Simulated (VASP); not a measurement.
Here is a VASP 6.6.1 calculation.

The input INCAR:

```
PREC = Accurate
ENCUT = 600
EDIFF = 1E-6
ISMEAR = 1
SIGMA = 0.1
LREAL = F
LASPH = T
NELM = 80
ALGO = Normal
ISIF = 3
LWAVE = F
LCHARG = F
GGA = CA
IBRION = 2
NSW = 90
EDIFFG = -0.01
KPAR = 2
```

KPOINTS

```
Automatic mesh
0
Gamma
  15 15 11
```

Contents of POSCAR:

```
MoP
1.0
    3.2230000000      0.0000000000      0.0000000000
   -1.6115000000      2.7911998764      0.0000000000
    0.0000000000      0.0000000000      3.1910000000
Mo P
1 1
Direct
    0.0000000000      0.0000000000      0.0000000000
    0.3333333333      0.6666666667      0.5000000000
```

Potentials or basis: VASP PAW LDA potentials, release 64 (Mo_sv, P).

Launch:

```sh
$ cat potpaw_LDA.64/Mo_sv/POTCAR potpaw_LDA.64/P/POTCAR > POTCAR
$ mpirun -np 2 vasp_std > vasp.out
```

Task: What does it give for the relaxed volume?

Result: 13.95 Å³/atom.

Task: What does it give for the band gap on the k mesh?

Result: None (metal or under the smearing width).

Task: Predict the space group after relaxing (to 0.05 Å).

Result: P-6m2 (No. 187).

Task: Estimate the relaxed cell.

Result: a = 3.194 Å, b = 3.194 Å, c = 3.158 Å, α = 90.00°, β = 90.00°, γ = 120.00°.

The path:
```tsv
step	energy change (eV)	largest force (eV/Å)	pressure (GPa)	volume (Å³)
1	0.0000	0.0000	-6.71	28.71
2	0.0699	0.0000	17.52	26.28
3	-0.0174	0.0000	-0.19	27.93
4	-0.0174	0.0000	-0.06	27.92
5	-0.0174	0.0000	0.08	27.90
6	-0.0174	0.0000	-0.18	27.92
7	-0.0174	0.0000	-0.10	27.92
8	-0.0174	0.0000	0.07	27.90
```

LDA usually gives volumes a few per cent too small. Zero-point motion and thermal expansion aren't in these numbers.
